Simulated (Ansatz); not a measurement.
The same calculation of PbSe, space group Cmcm as a Python script and as an input file (Ansatz 0.2.0 through its Python package).

Run as a notebook:

```python
import ansatz as az
from ase import Atoms
import numpy as np
```

```python
config = {
    "xc": "PBEsol",
    "smearing": "fixed",
    "ecut": 550,
    "tolerance": 1e-10,
    "max_iterations": 70,
    "mesh": (6, 6, 6),
}
```

```python
atoms = Atoms(
    ["Pb", "Pb", "Se", "Se"],
    scaled_positions=[
        [0.631761, 0.368239, 0.75],
        [0.368239, 0.631761, 0.25],
        [0.86129, 0.13871, 0.75],
        [0.13871, 0.86129, 0.25],
    ],
    cell=[
        [2.154877, -6.133947, 0.0],
        [2.154877, 6.133947, 0.0],
        [0.0, 0.0, 4.450494],
    ],
    pbc=True,
)
xtal = az.Crystal.from_ase(atoms)
```

```python
setup = (
    xtal.calculation()
    .functional(config["xc"])
    .occupations(config["smearing"])
    .basis(config["ecut"])
    .scf(tolerance=config["tolerance"], max_iterations=config["max_iterations"])
    .kpoints(*config["mesh"])
)
out = setup.elastic("clamped_ion").run()
elastic = out.elastic
```

```python
print("C_ij (GPa), Voigt order xx yy zz yz xz xy")
for row in elastic.c_gpa:
    print(" ".join(f"{value:8.1f}" for value in row))
print("smallest eigenvalue of C:", round(elastic.stability.min_eigenvalue_gpa, 1), "GPa; tensor positive definite:", elastic.stability.min_eigenvalue_gpa > 0)
if elastic.stability.min_eigenvalue_gpa > 0:
    for name, value in elastic.moduli.to_plain().items():
        print(f"{name:14s} {value:9.3f}")
```

    C_ij (GPa), Voigt order xx yy zz yz xz xy
        77.0     14.5     43.3      0.0      0.0      0.0
        14.8     98.4     14.5      0.0      0.0      0.0
        43.2     14.0     76.2      0.0      0.0      0.0
         0.0      0.0      0.0     16.8      0.0      0.0
         0.0      0.0      0.0      0.0     50.3      0.0
         0.0      0.0      0.0      0.0      0.0      8.7
    smallest eigenvalue of C: 8.7 GPa; tensor positive definite: True
    k_voigt_gpa       43.978
    k_reuss_gpa       43.933
    k_hill_gpa        43.956
    g_voigt_gpa       27.132
    g_reuss_gpa       18.017
    g_hill_gpa        22.575
    youngs_gpa        57.825
    poisson            0.281

`input.yaml`:
```yaml
crystal:
  lattice:
    - [2.154877, -6.133947, 0.0]
    - [2.154877, 6.133947, 0.0]
    - [0.0, 0.0, 4.450494]
  atoms:
    - { symbol: Pb, position: [0.631761, 0.368239, 0.75] }
    - { symbol: Pb, position: [0.368239, 0.631761, 0.25] }
    - { symbol: Se, position: [0.86129, 0.13871, 0.75] }
    - { symbol: Se, position: [0.13871, 0.86129, 0.25] }
basis:
  ecutwfc: 550.0
kpoints:
  mp_grid:
    grid: [6, 6, 6]
hamiltonian:
  xc: pbesol
scf:
  max_iter: 70
  convergence:
    dr2_threshold: 1.0e-10
  occupations:
    method: fixed
elastic:
  mode: clamped_ion
```

Reading the output:
- Under fixed occupations the level called the Fermi level is the highest filled one on the SCF mesh; off the mesh a filled band can lie a little above it.
- A positive definite tensor excludes instabilities under uniform strain alone; phonons elsewhere in the zone can still be imaginary.
- The cell stands under -1.7 GPa at these settings.
- Spin-orbit coupling, which matters for elements this heavy, is left out.
- These are clamped-ion constants: where atoms have free coordinates under strain, the relaxed-ion ones can be far smaller or negative, so this tensor doesn't settle whether the crystal is stable.
- This cell is a computed structure, which may not be the phase found in nature.
- The constants belong to the cell that was strained; where it wasn't relaxed first it may be under stress.
- Hardware and time: 6.1 min on 1 thread of Arm Neoverse V1 (shared host), peak memory 0.81 GiB.
